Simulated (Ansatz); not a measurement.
Ti2C:

```xyz
3
Lattice="1.5407 0.8895 4.8138 -1.5407 0.8895 4.8138 0.0000 -1.7790 4.8138" Properties=species:S:1:pos:R:3 pbc="T T T"
Ti    0.0000    0.0000   10.8960
Ti    0.0000    0.0000    3.5453
C     0.0000    0.0000    7.2207
```

The cell comes from a database or a generator and needn't be the stable form of this composition.

* Program: Ansatz 0.2.0
* Task: single point
* Functional: PBEsol
* Potentials or basis: Ansatz PAW
* Cutoff: 420 eV (not typed: the program's choice for these potentials)
* k mesh: 10 × 10 × 10
* Occupations: fermi-dirac, width 0.05 eV
* Spin: no spin polarisation

On this cell: pressure -4.6 GPa; largest force 0.188 eV/Å; band gap on the k mesh none (metal or under the smearing width).

The same run follows on a disturbed copy (atoms moved at random, drawn with an rms of 0.05 Å):

```
CELL_PARAMETERS angstrom
1.54070 0.88952 4.81377
-1.54070 0.88952 4.81377
0.00000 -1.77905 4.81377
ATOMIC_POSITIONS crystal
Ti 0.75055 0.74641 0.76767
Ti 0.26102 0.24911 0.22801
C 0.50743 0.50299 0.49578
```

Task: What changes?

Result: The energy (extrapolated to zero smearing) moves by +8.5 meV/atom; pressure -4.5 GPa; largest force 0.649 eV/Å; band gap on the k mesh none (metal or under the smearing width).

Forces in eV/Å, atoms in the order of the input:
```
Ti   0.027  0.572  0.306
Ti  -0.114 -0.439 -0.049
C    0.086 -0.134 -0.257
```

Stress tensor (GPa, compression positive):
```
-6.09 -0.18 -0.53
-0.18 -3.44 -3.60
-0.53 -3.60 -3.94
```

Caveats: the PAW data sets come from PBE, with cores solved anew for the run's functional, which leaves a small shift of forces and pressure.
